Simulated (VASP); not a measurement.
Input of a VASP 6.6.1 run:

Contents of run.py:

```python
from ase.calculators.vasp import Vasp
from ase.eos import EquationOfState
from ase.io import Trajectory
from ase.io import read
from ase.units import GPa

atoms = read('POSCAR')
calc = Vasp(
    directory='calc',
    xc='rpbe',
    pp='PBE',
    setups={'base': 'minimal', 'C': '_s'},
    prec='Accurate',
    encut=400,
    ediff=1e-06,
    ismear=-1,
    sigma=0.1,
    lreal=False,
    lasph=True,
    nelm=60,
    algo='Fast',
    isif=2,
    lwave=False,
    lcharg=False,
    lorbit=11,
    lsorbit=True,
    gga_compat=False,
    lmaxmix=4,
    kpts=[7, 7, 7],
    gamma=False,
)
atoms.calc = calc
cell = atoms.cell.copy()
volumes, energies = [], []
traj = Trajectory('eos.traj', 'w')
for x in [0.94, 0.96, 0.98, 1.0, 1.02, 1.04, 1.06]:
    atoms.set_cell(cell * x ** (1 / 3), scale_atoms=True)
    volumes.append(atoms.get_volume())
    energies.append(atoms.get_potential_energy())
    traj.write(atoms)
    print(f'{x:5.2f} {volumes[-1]:12.5f} {energies[-1]:14.6f}')

v0, e0, B = EquationOfState(volumes, energies, eos='sj').fit()
print(f'V0 = {v0:.4f} A^3, E0 = {e0:.6f} eV, B = {B / GPa:.2f} GPa')
```

The input POSCAR:

```
ZrC
1.0
    0.0000000000      2.3650000000      2.3650000000
    2.3650000000      0.0000000000      2.3650000000
    2.3650000000      2.3650000000      0.0000000000
Zr C
1 1
Direct
    0.5000000000      0.5000000000      0.5000000000
    0.0000000000      0.0000000000      0.0000000000
```

Potentials or basis: VASP PAW PBE potentials, release 64 (Zr_sv, C_s).

Launch:

```sh
$ python run.py
```

Task: Predict the bulk modulus.

Result: 212 GPa.

Task: What does it give for the equilibrium volume?

Result: 13.26 Å³/atom.

Energy against volume, from the lowest point:
```csv
volume (Å³/atom),energy (meV/atom)
12.434,38.25
12.699,17.11
12.963,4.64
13.228,0.00
13.493,2.46
13.757,11.31
14.022,26.02
```

Caveat: the PAW data sets were made with another functional, which shifts forces and pressure a little.
